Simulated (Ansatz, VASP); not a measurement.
**One calculation of MgF2, two programs**

The input INCAR:

```
SYSTEM = MgF2
ALGO = Fast
EDIFF = 1E-6
ENCUT = 520
GGA = PE
ISIF = 2
ISMEAR = 0
LASPH = .TRUE.
LCHARG = .TRUE.
LELF = .TRUE.
LREAL = .FALSE.
LVHAR = .TRUE.
LWAVE = .FALSE.
NBANDS = 25
NELM = 80
PREC = Accurate
SIGMA = 0.1
```

KPOINTS

```
k-points
0
G
  4 4 6
  0 0 0
```

POSCAR

```
MgF2
1.0
    4.6213000000      0.0000000000      0.0000000000
    0.0000000000      4.6213000000      0.0000000000
    0.0000000000      0.0000000000      3.0159000000
Mg F
2 4
Direct
    0.0000000000      0.0000000000      0.0000000000
    0.5000000000      0.5000000000      0.5000000000
    0.3028000000      0.3028000000      0.0000000000
    0.1972000000      0.8028000000      0.5000000000
    0.6972000000      0.6972000000      0.0000000000
    0.8028000000      0.1972000000      0.5000000000
```

Input for Ansatz:

```yaml
crystal:
  lattice:
    - [4.6213, 0.0, 0.0]
    - [0.0, 4.6213, 0.0]
    - [0.0, 0.0, 3.0159]
  atoms:
    - { symbol: Mg, position: [0.0, 0.0, 0.0] }
    - { symbol: Mg, position: [0.5, 0.5, 0.5] }
    - { symbol: F, position: [0.3028, 0.3028, 0.0] }
    - { symbol: F, position: [0.1972, 0.8028, 0.5] }
    - { symbol: F, position: [0.6972, 0.6972, 0.0] }
    - { symbol: F, position: [0.8028, 0.1972, 0.5] }
basis:
  ecutwfc: 420
kpoints:
  mp_grid: { grid: [4, 4, 6] }
hamiltonian:
  xc: pbe
scf:
  occupations: { method: gaussian, width: 0.1 }
output:
  forces: true
  stress: true
  eigenvalues: true
```

Alike in both runs: task single point; functional PBE; k mesh 4 × 4 × 6; occupations gaussian, width 0.1 eV; no spin polarisation.

|  | VASP | Ansatz |
| --- | --- | --- |
| version | VASP 6.6.1 | Ansatz 0.2.0 |
| potentials or method | VASP PAW PBE potentials, release 64 (Mg, F) | scalar-relativistic, plane waves, PAW |
| plane-wave cutoff (eV) | 520 | 420 |
| valence electrons in the cell | 32 | 48 |

|  | VASP | Ansatz | Ansatz less VASP |
| --- | --- | --- | --- |
| gap on the k mesh at the Fermi level (eV) | 7.21 | 7.24 | +0.039 |
| least direct gap on the mesh (eV) | 7.21 | 7.24 | +0.039 |
| pressure (GPa) | 5.4 | 6.2 | +0.81 |
| largest component of the traceless stress (GPa) | 1.29 | 1.33 | +0.033 |
| rms of the force components (eV/Å) | 0.025 | 0.025 | +0.0005 |

Atom by atom the forces differ by 0.000 eV/Å (rms over components). With one functional, cell and mesh, what is left measures potentials, basis and numerics. The two sets of potentials don't hold the same shells in valence.
